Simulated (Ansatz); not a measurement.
# PbS (rocksalt type): the cost of one run

Computed with Ansatz 0.2.0 (DFT, PBEsol, PAW with Ansatz's default frozen-core files, scalar-relativistic, unless a step's input says otherwise).

**1. The system as given**

The structure is cubic, space group Fm-3m (No. 225). The conventional cell has a = 5.387 Å, b = 5.387 Å, c = 5.387 Å, α = 90.00°, β = 90.00°, γ = 90.00°. Pb (site symmetry m-3m) is surrounded by 6 S at 2.69 Å. S (site symmetry m-3m) is surrounded by 6 Pb at 2.69 Å.

Coordinates:

```
CELL_PARAMETERS angstrom
0.00000 2.69344 2.69344
2.69344 0.00000 2.69344
2.69344 2.69344 0.00000
ATOMIC_POSITIONS crystal
Pb 0.00000 0.00000 0.00000
S 0.50000 0.50000 0.50000
```

Whether this phase is the stable one at these pressures isn't tested.

Atoms are numbered in the order of the input: Pb1, S2.

**2. Cell relaxed at zero pressure, PAW**

Input file input.yaml:

```yaml
crystal:
  lattice:
    - [0.0, 2.6934405028, 2.6934405028]
    - [2.6934405028, 0.0, 2.6934405028]
    - [2.6934405028, 2.6934405028, 0.0]
  atoms:
    - { symbol: Pb, position: [0.0, 0.0, 0.0] }
    - { symbol: S, position: [0.5, 0.5, 0.5] }
kpoints:
  mp_grid: { grid: [14, 14, 14] }
scf:
  occupations: { method: fermi_dirac, width: 0.1 }
hamiltonian:
  xc: pbesol
  pseudopotentials: { kind: paw }
output:
  forces: true
  stress: true
relax:
  f_tol: 0.005
  max_steps: 40
  cell: {}
```

On the command line:

```console
$ ansatz run input.yaml --threads 1 --pin off --max-ram 2048MiB --backend cpu --events-out ev --progress --plain --runs-dir out
```

What time and memory should one allow on 1 thread of Intel Xeon Platinum 8375C at 2.90GHz (Ice Lake), shared host?

About 19 s, with a peak of 0.43 GiB.
